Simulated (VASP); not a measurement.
# TiN (Fm-3m) in VASP: notebook

The runs below take TiN through relaxation of cell and atoms, with PBE.

Program: VASP 6.6.1. These are calculated values, not measurements. Logs are shortened: lines on timing, memory, paths and dates and some standing lists are left out, and cuts for length are marked.

## (1) The crystal as given

It takes space group Fm-3m (No. 225, cubic). The conventional cell has a = 4.241 Å, b = 4.241 Å, c = 4.241 Å, α = 90.00°, β = 90.00°, γ = 90.00°. Ti (site symmetry m-3m) is surrounded by 6 N at 2.12 Å. N (site symmetry m-3m) has 6 Ti at 2.12 Å as nearest neighbours.

The cell is a database's computed one.

## (2) Relaxation of cell and atoms, PBE

INCAR

```
  PREC = Accurate
  ENCUT = 600
  EDIFF = 1E-6
  ISMEAR = 1
  SIGMA = 0.1
  LREAL = False
  LASPH = True
  NELM = 120
  ALGO = Fast
  ISIF = 3
  LWAVE = False
  LCHARG = False
  GGA = PE
  IBRION = 2
  NSW = 80
  EDIFFG = -0.005
  KPAR = 2
```

KPOINTS

```
Automatic mesh
0
Gamma
  18 18 18
```

POSCAR

```
TiN
1.0
    0.0000000000      2.1206235000      2.1206235000
    2.1206235000      0.0000000000      2.1206235000
    2.1206235000      2.1206235000      0.0000000000
Ti N
1 1
Direct
    0.0000000000      0.0000000000      0.0000000000
    0.5000000000      0.5000000000      0.5000000000
```

Potentials or basis: VASP PAW PBE potentials, release 64 (Ti_sv, N).

On the command line:

```bash
$ cat potpaw_PBE.64/Ti_sv/POTCAR potpaw_PBE.64/N/POTCAR > POTCAR
$ mpirun -np 2 vasp_std > vasp.out
```

OUTCAR:

```text
PREC = Accurate
   ENCUT = 600
   EDIFF = 1E-6
   ISMEAR = 1
   LREAL = False
   LASPH = True
   NELM = 120
   ISIF = 3
   GGA = PE
   IBRION = 2
   NSW = 80
   EDIFFG = -0.005

 ion  position               nearest neighbor table
   1  0.000  0.000  0.000-   2 2.12   2 2.12   2 2.12   2 2.12   2 2.12   2 2.12
   2  0.500  0.500  0.500-   1 2.12   1 2.12   1 2.12   1 2.12   1 2.12   1 2.12

  LATTYP: Found a face centered cubic cell.
 ALAT       =     4.2412470000

  Lattice vectors:

 A1 = (   0.0000000000,   2.1206235000,   2.1206235000)
 A2 = (   2.1206235000,   0.0000000000,   2.1206235000)
 A3 = (   2.1206235000,   2.1206235000,   0.0000000000)

Analysis of symmetry for initial positions (statically):
=====================================================================
 Subroutine PRICEL returns:
 Original cell was already a primitive cell.

 Routine SETGRP: Setting up the symmetry group for a
 face centered cubic supercell.

 Subroutine GETGRP returns: Found 48 space group operations
 (whereof 48 operations were pure point group operations)
 out of a pool of 48 trial point group operations.

The static configuration has the point symmetry O_h .

Analysis of symmetry for dynamics (positions and initial velocities):
=====================================================================
 Subroutine PRICEL returns:
 Original cell was already a primitive cell.

 Routine SETGRP: Setting up the symmetry group for a
 face centered cubic supercell.

 Subroutine GETGRP returns: Found 48 space group operations
 (whereof 48 operations were pure point group operations)
 out of a pool of 48 trial point group operations.

The dynamic configuration has the point symmetry O_h .

 Subroutine INISYM returns: Found 48 space group operations
 (whereof 48 operations are pure point group operations),
 and found     1 'primitive' translations

----------------------------------------------------------------------------------------

                                     Primitive cell

  volume of cell :      19.0731

  direct lattice vectors                    reciprocal lattice vectors
     0.000000000  2.120623500  2.120623500    -0.235779713  0.235779713  0.235779713
     2.120623500  0.000000000  2.120623500     0.235779713 -0.235779713  0.235779713
     2.120623500  2.120623500  0.000000000     0.235779713  0.235779713 -0.235779713

  length of vectors
     2.999014514  2.999014514  2.999014514     0.408382442  0.408382442  0.408382442

  position of ions in fractional coordinates (direct lattice)
     0.000000000  0.000000000  0.000000000
     0.500000000  0.500000000  0.500000000

  ion indices of the primitive-cell ions
   primitive index   ion index
                 1           1
                 2           2

----------------------------------------------------------------------------------------

 KPOINTS: Automatic mesh

Automatic generation of k-mesh.
 Grid dimensions read from file:
 generate k-points for:   18   18   18

 Generating k-lattice:

  Cartesian coordinates                     Fractional coordinates (reciprocal lattice)
    -0.013098873  0.013098873  0.013098873     0.055555556  0.000000000  0.000000000
     0.013098873 -0.013098873  0.013098873     0.000000000  0.055555556  0.000000000
     0.013098873  0.013098873 -0.013098873     0.000000000  0.000000000  0.055555556

  Length of vectors
     0.022687913  0.022687913  0.022687913

  Shift w.r.t. Gamma in fractional coordinates (k-lattice)
     0.000000000  0.000000000  0.000000000

 Subroutine IBZKPT returns following result:
 ===========================================

 Found    195 irreducible k-points:

 Following reciprocal coordinates:
            Coordinates               Weight
  0.000000  0.000000  0.000000      1.000000
  0.055556  0.000000  0.000000      8.000000
  0.111111  0.000000  0.000000      8.000000
  0.166667  0.000000  0.000000      8.000000
  0.222222  0.000000  0.000000      8.000000
  0.277778  0.000000  0.000000      8.000000
[... 16 lines left out ...]
 -0.277778  0.055556  0.000000     24.000000
 -0.222222  0.055556  0.000000     24.000000
 [... further k-points ...]
   k-points           NKPTS =    195   k-points in BZ     NKDIM =    195   number of bands    NBANDS=     12
   number of dos      NEDOS =    301   number of ions     NIONS =      2
   total plane-waves  NPLWV =  13824
   dimension x,y,z NGX =    24 NGY =   24 NGZ =   24
   dimension x,y,z NGXF=    48 NGYF=   48 NGZF=   48
   ions per type =               1   1
   NGX,Y,Z   is equivalent  to a cutoff of  13.30, 13.30, 13.30 a.u.
   NGXF,Y,Z  is equivalent  to a cutoff of  26.61, 26.61, 26.61 a.u.
 SYSTEM =  unknown system
   PREC   = accura    normal or accurate (medium, high low for compatibility)
   ISTART =      0    job   : 0-new  1-cont  2-samecut
   ICHARG =      2    charge: 1-file 2-atom 10-const
   ISPIN  =      1    spin polarized calculation?
   LNONCOLLINEAR =      F non collinear calculations
   LSORBIT =      F    spin-orbit coupling
   LASPH  =      T    aspherical Exc in radial PAW
   ENCUT  =  600.0 eV  44.10 Ry    6.64 a.u.   5.99  5.99  5.99*2*pi/ulx,y,z
   NELM   =    120;   NELMIN=  2; NELMDL= -5     # of ELM steps
   EDIFF  = 0.1E-05   stopping-criterion for ELM
   LREAL  =      F    real-space projection
   EDIFFG = -.5E-02   stopping-criterion for IOM
   NSW    =     80    number of steps for IOM
   IBRION =      2    ionic relax: 0-MD 1-quasi-New 2-CG
   NFREE  =      1    steps in history (QN), initial steepest desc. (CG)
   ISIF   =      3    stress and relaxation
   ISYM   =      2    0-nonsym 1-usesym 2-fastsym
   POTIM  = 0.5000    time-step for ionic-motion
   TEBEG  =    0.0;   TEEND  =   0.0 temperature during run
   PSTRESS=    0.0 pullay stress
   NELECT =      17.0000    total number of electrons
   NUPDOWN=      -1.0000    fix difference up-down
   EMIN   =  10.00;   EMAX   =-10.00  energy-range for DOS
   EFERMI =   0.00;   METHOD = LEGACY
   ISMEAR =     1;   SIGMA  =   0.10  broadening in eV -4-tet -1-fermi 0-gaus
   EFERMI_NEDOS =   21; number of points for ismear=-14 and -15
   IALGO  =     68    algorithm
   IMIX   =      4    mixing-type and parameters
     AMIX     =   0.40;   BMIX     =  1.00
     AMIX_MAG =   1.60;   BMIX_MAG =  1.00
  volume/ion in A,a.u.               =       9.54        64.36
  Fermi-wavevector in a.u.,A,eV,Ry     =   1.575497  2.977258 33.772254  2.482191
  Thomas-Fermi vector in A             =   2.676472
   LORBIT       =      0    0 simple, 1 ext, 2 COOP (PROOUT), +10 PAW based schemes
   GGA     = PE    functional components
   LHFCALC =     F    Hartree Fock is set to
   AEXX    =    0.0000 exact exchange contribution
   IVDW    =     0    specifies the selected vdW correction
   LEPSILON=     F    determine dielectric tensor
   LRPA    =     F    only Hartree local field effects (RPA)
 conjugate gradient relaxation of ions
 non-spin polarized calculation
 RMM-DIIS sequential band-by-band and
 Methfessel and Paxton  Order N= 1 SIGMA  =   0.10
  energy-cutoff  :      600.00
  volume of cell :       19.07
 maximum number of plane-waves:       650
   NGX = 11   NGY = 11   NGZ = 11

--------------------------------------- Ionic step        1  -------------------------------------------

 number of electron      17.0000002 magnetization

 Free energy of the ion-electron system (eV)
  ---------------------------------------------------
  ext. energy  EPLUGINS =         0.00000000
  ---------------------------------------------------
  free energy    TOTEN  =       -19.63673769 eV

  energy without entropy =      -19.63708077  energy(sigma->0) =      -19.63685205

------------------------ aborting loop EDIFF was not reached (unconverged)  ----------------------------

  FORCE on cell =-STRESS in cart. coord.  units (eV):
  Direction    XX          YY          ZZ          XY          YZ          ZX
  --------------------------------------------------------------------------------------
  -------------------------------------------------------------------------------------
  Total        0.1670333      0.1670333      0.1670333      0.0000000     -0.0000000      0.0000000
  in kB       14.0311389     14.0311389     14.0311389      0.0000000     -0.0000000      0.0000000
  external PRESSURE =      14.0311389 kB  Pullay stress =       0.0000000 kB

 VOLUME and BASIS-vectors are now :
 -----------------------------------------------------------------------------
  energy-cutoff  :      600.00
  volume of cell :       19.07
      direct lattice vectors                 reciprocal lattice vectors
     0.000000000  2.120623500  2.120623500    -0.235779713  0.235779713  0.235779713
     2.120623500  0.000000000  2.120623500     0.235779713 -0.235779713  0.235779713
     2.120623500  2.120623500  0.000000000     0.235779713  0.235779713 -0.235779713
[... 228 lines left out ...]
  energy  without entropy=      -19.6377863371  energy(sigma->0) =      -19.63769303

--------------------------------------- Ionic step        8  -------------------------------------------

 number of electron      17.0000002 magnetization

 Free energy of the ion-electron system (eV)
  ---------------------------------------------------
  ext. energy  EPLUGINS =         0.00000000
  ---------------------------------------------------
  free energy    TOTEN  =       -19.63764466 eV

  energy without entropy =      -19.63778473  energy(sigma->0) =      -19.63769135

 E-fermi :  11.3771     XC(G=0): -12.9911

 val. band max:       11.3482254835   @ k =  -0.1667   0.1111   0.0000
 cond. band min:      11.3831983451   @ k =   0.1111   0.0556   0.0000
 fundamental gap:      0.0349728617
 Fermi energy:        11.3770915497

 k-point     1 :       0.0000    0.0000    0.0000
  band No.  band energies     occupation
      1     -46.5012      2.00000
      2     -22.4844      2.00000
      3     -22.4844      2.00000
      4     -22.4844      2.00000
      5      -5.6936      2.00000
      6       9.3397      2.00000
      7       9.3397      2.00000
      8       9.3397      2.00000
      9      10.7677      2.00000
     10      10.7677      2.00000
     11      10.7677      2.00000
     12      11.9498     -0.00000
[... 331 lines left out ...]
 k-point    24 :      -0.2222    0.0556    0.0000
  band No.  band energies     occupation
      1     -46.4550      2.00000
      2     -22.7904      2.00000
      3     -22.5316      2.00000
      4     -22.5025      2.00000
      5      -4.6647      2.00000
      6       5.9287      2.00000
      7       6.9986      2.00000
      8       7.3055      2.00000
      9      11.6094     -0.00493
     10      11.8159     -0.00000
     11      12.2939     -0.00000
     12      14.2842      0.00000

 [... further k-points ...]

------------------------ aborting loop because EDIFF is reached ----------------------------------------

  FORCE on cell =-STRESS in cart. coord.  units (eV):
  Direction    XX          YY          ZZ          XY          YZ          ZX
  --------------------------------------------------------------------------------------
  -------------------------------------------------------------------------------------
  Total       -0.0006613     -0.0006613     -0.0006613      0.0000000      0.0000000     -0.0000000
  in kB       -0.0552456     -0.0552456     -0.0552456      0.0000000      0.0000000     -0.0000000
  external PRESSURE =      -0.0552456 kB  Pullay stress =       0.0000000 kB
[... 17 lines left out ...]
  FREE ENERGIE OF THE ION-ELECTRON SYSTEM (eV)
  ---------------------------------------------------
  free  energy   TOTEN  =       -19.6376446562 eV

  energy  without entropy=      -19.6377847348  energy(sigma->0) =      -19.63769135

 reached required accuracy - stopping structural energy minimisation
```

It took 3.7 min on 2 MPI ranks of Intel Xeon Platinum 8259CL at 2.50GHz (Skylake/Cascade Lake), shared host; peak memory 0.19 GiB.

Results:

```yaml
Free_energy: -19.6376 eV
Relaxed_volume: 9.59 Å³/atom
Relaxed_cell: a = 3.005 Å, b = 3.005 Å, c = 3.005 Å, α = 60.00°, β = 60.00°, γ = 60.00°
Space_group_after_relaxing_to_0.05_Å: Fm-3m (No. 225)
Energy_gained_by_relaxing: 0.5 meV/atom
Ionic_steps: 8
Pressure_after_relaxing: 0.0 GPa
Band_gap_on_the_k_mesh: none (metal or under the smearing width)
```

Step by step:
```
step  energy change (eV)  largest force (eV/Å)  pressure (GPa)  volume (Å³)
   1              0.0000                0.0000            1.40        19.07
   2             -0.0001                0.0000           -1.85        19.30
   3             -0.0009                0.0000           -0.27        19.20
   4             -0.0009                0.0000           -0.16        19.18
   5             -0.0009                0.0000            0.20        19.15
   6             -0.0009                0.0000            0.09        19.17
   7             -0.0009                0.0000            0.09        19.18
   8             -0.0009                0.0000           -0.01        19.18
```

Final structure:
```cif
data_structure
_symmetry_space_group_name_H-M 'P 1'
_symmetry_Int_Tables_number 1
_cell_length_a 3.0046
_cell_length_b 3.0046
_cell_length_c 3.0046
_cell_angle_alpha 60.000
_cell_angle_beta 60.000
_cell_angle_gamma 60.000
_cell_volume 19.18
loop_
_atom_site_label
_atom_site_type_symbol
_atom_site_fract_x
_atom_site_fract_y
_atom_site_fract_z
_atom_site_occupancy
Ti1 Ti 0.00000 0.00000 0.00000 1
N1 N 0.50000 0.50000 0.50000 1
```

Levels at points of the mesh, in eV from the Fermi level:
| k point | band 5 | band 6 | band 7 | band 8 | band 9 | band 10 | band 11 | band 12 |
| --- | --- | --- | --- | --- | --- | --- | --- | --- |
| (0.00, 0.00, 0.00) | -17.07 | -2.04 | -2.04 | -2.04 | -0.61 | -0.61 | -0.61 | 0.57 |
| (0.50, 0.00, 0.00) | -14.64 | -8.05 | -5.45 | -5.45 | 1.67 | 1.67 | 2.33 | 5.69 |
| (0.50, 0.50, 0.00) | -15.66 | -5.82 | -3.22 | -3.22 | -3.04 | 1.62 | 2.36 | 2.36 |

## (3) Relaxation of cell and atoms, PBE

This run uses another cell than the first one, of 9.59 Å³/atom, 1.006 times its volume.

INCAR is that of step 2.

KPOINTS is that of step 2.

POSCAR

```
TiN                                     
1.0
   -0.0000000000      2.1245603878      2.1245603878
    2.1245603878     -0.0000000000      2.1245603878
    2.1245603878      2.1245603878     -0.0000000000
  Ti              N             
     1     1
Direct
     0.0000000000000000    0.0000000000000000    0.0000000000000000
     0.5000000000000000    0.5000000000000000    0.5000000000000000
```

Potentials or basis: VASP PAW PBE potentials, release 64 (Ti_sv, N).

On the command line:

```bash
$ cat potpaw_PBE.64/Ti_sv/POTCAR potpaw_PBE.64/N/POTCAR > POTCAR
$ mpirun -np 2 vasp_std > vasp.out
```

Wall time 2.3 min (2 MPI ranks of Intel Xeon Platinum 8259CL at 2.50GHz (Skylake/Cascade Lake), shared host); peak memory 0.18 GiB.

The run converged. Its results:

| Item | Value |
| --- | --- |
| Free energy | -19.6378 eV |
| Relaxed volume | 9.59 Å³/atom |
| Relaxed cell | a = 3.004 Å, b = 3.004 Å, c = 3.004 Å, α = 60.00°, β = 60.00°, γ = 60.00° |
| Space group after relaxing (to 0.05 Å) | Fm-3m (No. 225) |
| Energy gained by relaxing | 0.2 meV/atom |
| Ionic steps | 3 |
| Pressure after relaxing | 0.1 GPa |
| Band gap on the k mesh | none (metal or under the smearing width) |

The path:
```tsv
step	energy change (eV)	largest force (eV/Å)	pressure (GPa)	volume (Å³)
1	0.0000	0.0000	-0.13	19.18
2	-0.0004	0.0000	0.18	19.16
3	-0.0004	0.0000	0.08	19.17
```

Final structure:
```
Ti N
1.0
     0.00000    2.12423    2.12423
     2.12423    0.00000    2.12423
     2.12423    2.12423    0.00000
Ti N
1 1
Direct
  0.00000 0.00000 0.00000
  0.50000 0.50000 0.50000
```

Levels at points of the mesh, in eV from the Fermi level:
| k point | band 5 | band 6 | band 7 | band 8 | band 9 | band 10 | band 11 | band 12 |
| --- | --- | --- | --- | --- | --- | --- | --- | --- |
| (0.00, 0.00, 0.00) | -17.07 | -2.04 | -2.04 | -2.04 | -0.61 | -0.61 | -0.61 | 0.57 |
| (0.50, 0.00, 0.00) | -14.64 | -8.05 | -5.45 | -5.45 | 1.67 | 1.67 | 2.33 | 5.69 |
| (0.50, 0.50, 0.00) | -15.67 | -5.82 | -3.23 | -3.23 | -3.04 | 1.63 | 2.36 | 2.36 |
